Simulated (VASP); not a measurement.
# Shielding tensors and field gradients of BP

Aim: NMR shielding tensors and field gradients of BP. The cell is of the zinc-blende type, one of the forms listed for this formula, which need not be the common one. The start is a cell from a database of measured crystal structures.

Main program and level: VASP 6.6.1; PBE; plane waves and PAW (P, B), in the first sound run; inputs show where later runs differ.

This is a report of a sequence of runs, with most program output left out.

## 1. Set-up

The structure is cubic, space group F-43m (No. 216). Conventional cell: a = 4.538 Å, b = 4.538 Å, c = 4.538 Å, α = 90.00°, β = 90.00°, γ = 90.00°. P has 4 B at 1.97 Å nearest. B has 4 P at 1.97 Å nearest. Farther neighbours are not listed.

## 2. Ground state

The next steps need an insulator, so the gap is checked first.

File INCAR:

```
SYSTEM = BP
PREC = Accurate
ENCUT = 420
EDIFF = 1E-07
NELM = 100
ISMEAR = 0
SIGMA = 0.01
LREAL = .FALSE.
ALGO = Normal
GGA = PE
NBANDS = 10
LORBIT = 11
LWAVE = .FALSE.
LCHARG = .FALSE.
KPAR = 2
```

File POSCAR:

```
BP
1.0
    0.0000000000      2.2690000000      2.2690000000
    2.2690000000      0.0000000000      2.2690000000
    2.2690000000      2.2690000000      0.0000000000
P B
1 1
Direct
    0.7500000000      0.7500000000      0.7500000000
    0.0000000000      0.0000000000      0.0000000000
```

File KPOINTS:

```
Automatic mesh
0
Gamma
7 7 7
0 0 0
```

PAW data sets: P and B (PBE family, release 64).

Started as:

```bash
mpirun -np 2 vasp_std
```

Elapsed: 2.8 s, on 2 MPI ranks of AMD EPYC 7R43, shared host; peak memory 0.18 GiB; 4.5 s of CPU time.

The gap is read on the k-mesh alone, so it is an upper bound where the band edges lie off the mesh.

This step gave:

| Item | Value |
| --- | --- |
| free energy (TOTEN) | -12.92 eV |
| Fermi energy | 7.512 eV |
| pressure | 0.9844 GPa |
| gap on the k-mesh | 1.238 eV |
| least direct gap on the k-mesh | 3.400 eV |

The cell has a gap of 1.24 eV on this mesh.

## 3. Shielding tensors

This step: chemical shifts by linear response (GIPAW), PBE; plane waves and PAW (P, B) (VASP 6.6.1).

LCHIMAG computes the induced currents by linear response. It needs tightly converged orbitals and a cutoff well above the default; LEFG adds the field gradients at no cost.

File INCAR:

```
SYSTEM = BP
PREC = Accurate
ENCUT = 450
EDIFF = 1E-09
NELM = 100
ISMEAR = 0
SIGMA = 0.01
LREAL = .FALSE.
ALGO = Normal
GGA = PE
NBANDS = 10
LWAVE = .FALSE.
LCHARG = .FALSE.
KPAR = 2
LCHIMAG = .TRUE.
LEFG = .TRUE.
DQ = 0.001
ICHIBARE = 1
LNMR_SYM_RED = .TRUE.
```

POSCAR is that of step 2.

File KPOINTS:

```
Automatic mesh
0
Gamma
8 8 8
0 0 0
```

Started as:

```bash
mpirun -np 2 vasp_std
```

It took 95 s on 2 MPI ranks; peak memory 0.25 GiB; 3.1 min of CPU time.

Numbers from this step:

```yaml
free_energy_toten: -12.93 eV
fermi_energy: 7.521 eV
pressure: 0.9517 GPa
gap_on_the_k_mesh: 1.269 eV
```

Valence and core; the G = 0 term is that of a spherical sample. NMR shielding, by row:

```tsv
atom	isotropic shielding (ppm)	span (ppm)	skew	isotropic shielding without the G = 0 term (ppm)
P1	463.8	0	-	436.5
B2	149.1	0	-	121.8
```

Ordered as |Vzz| ≥ |Vxx| ≥ |Vyy|, the program's way. Electric field gradients, by row:

```tsv
atom	Vxx (V/Å²)	Vyy (V/Å²)	Vzz (V/Å²)	asymmetry
P1	0	0	0	-
B2	0	0	0	-
```

## 4. Another functional, PAW release LDA 64

This step: chemical shifts by linear response (GIPAW), LDA; plane waves and PAW (P, B) (VASP 6.6.1).

The functional is changed, to see how much the shieldings depend on it.

Edit INCAR of step 3 so:

```diff
@@ -9,3 +9,3 @@
 ALGO = Normal
-GGA = PE
+GGA = CA
 NBANDS = 10
```

POSCAR is that of step 3.

KPOINTS is that of step 3.

Potentials, in the order of the species: P and B (LDA family, release 64).

Started as:

```bash
mpirun -np 2 vasp_std
```

Elapsed: 92 s, on 2 MPI ranks; peak memory 0.24 GiB.

Numbers from this step:

- free energy (TOTEN): -14.38 eV
- Fermi energy: 7.454 eV
- pressure: -5.271 GPa
- gap on the k-mesh: 1.217 eV
- least direct gap on the k-mesh: 3.378 eV

Valence and core; the G = 0 term is that of a spherical sample. NMR shielding, by row:

```tsv
atom	isotropic shielding (ppm)	span (ppm)	skew	isotropic shielding without the G = 0 term (ppm)
P1	449.6	0	-	422.1
B2	146.8	0	-	119.3
```

Ordered as |Vzz| ≥ |Vxx| ≥ |Vyy|, the program's way. Electric field gradients, by row:

```tsv
atom	Vxx (V/Å²)	Vyy (V/Å²)	Vzz (V/Å²)	asymmetry
P1	0	0	0	-
B2	0	0	0	-
```

Against the first shielding run the largest change is -14.1 ppm, on P1.

## 5. Summary

This step: chemical shifts by linear response (GIPAW), PBE, LDA; plane waves and PAW (VASP 6.6.1).

This step runs nothing: it gathers the runs above.

Isotropic shieldings. Cost is wall time times ranks on a shared host. Shieldings by setting:

```tsv
run	ENCUT (eV)	k mesh	P1, Wyckoff letter c (ppm)	B2, Wyckoff letter a (ppm)	cost (core minutes)
first shielding run	450	8x8x8	463.8	149.1	3.17
another functional	450	8x8x8	449.6	146.8	3.07
```

## 6. What came out

- P, isotropic shielding: 463.8 ppm
- B, isotropic shielding: 149.1 ppm

At PBE, in the first shielding run, the isotropic shieldings are P 463.8 ppm; B 149.1 ppm. In the first shielding run all tensors are isotropic to 0.5 ppm, as the cubic site symmetry asks. In the undistorted cell the field gradients vanish by symmetry; what its table shows is numerical noise. Against the first shielding run, the one with another functional moves the shieldings by at most 14 ppm. Shifts were not obtained, since a shift is the shielding of a reference compound, computed alike, less these values. The G = 0 term is the part set by the sample's shape, taken here for a sphere. No finer mesh was run, so convergence in it isn't shown. VASP's guide advises LASPH and NLSPLINE for shieldings, which this input doesn't set; the effect wasn't tested. The cell is of the zinc-blende type, one of the forms listed for this formula, which need not be the common one.

[Lines on the potential files, build, host, timing and source positions are cut from VASP's logs without a mark.]

[Logs are printed without paths, hosts, clocks, repeated set-up lines and the standing remarks that a program may print on its own settings, such as how far it seeks lower states.]

[Hosts, paths, dates, database ids (printed as entryN), source tags and the programs' standing remarks are cut or masked in the printed files.]
